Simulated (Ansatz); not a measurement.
The calculation used DFT r2SCAN, scalar-relativistic, plane waves, PAW in Ansatz 0.2.0.

Plane waves to 500 eV, a k mesh through Γ of 10×10×6 on the computed 4-atom cell and Gaussian smearing (0.02 eV); no spin polarisation.

```
CELL_PARAMETERS angstrom
3.07724 0.00000 0.00000
0.00000 3.07724 0.00000
0.00000 0.00000 4.33421
ATOMIC_POSITIONS crystal
Al 0.50000 0.50000 0.50000
Ga 0.00000 0.00000 0.00000
N 0.50000 0.00000 0.73826
N 0.00000 0.50000 0.26174
```

(1) Is this geometry at equilibrium? Which atom feels the largest force?

(2) Give all forces and the stress.

Results:

(1) It isn't. Atom 3 (N) feels (0.00, 0.00, 0.09) eV/Å, 0.087 eV/Å in size, and symmetry-related atoms feel the same size.

(2)
```
atom Fx Fy Fz
 Al1  0.000  0.000   0.000
 Ga2  0.000  0.000   0.000
  N3  0.000  0.000   0.087
  N4  0.000  0.000  -0.087
```
Stress (GPa, compression positive):
```
13.74  0.00  0.00
 0.00 13.74  0.00
 0.00  0.00 13.59
```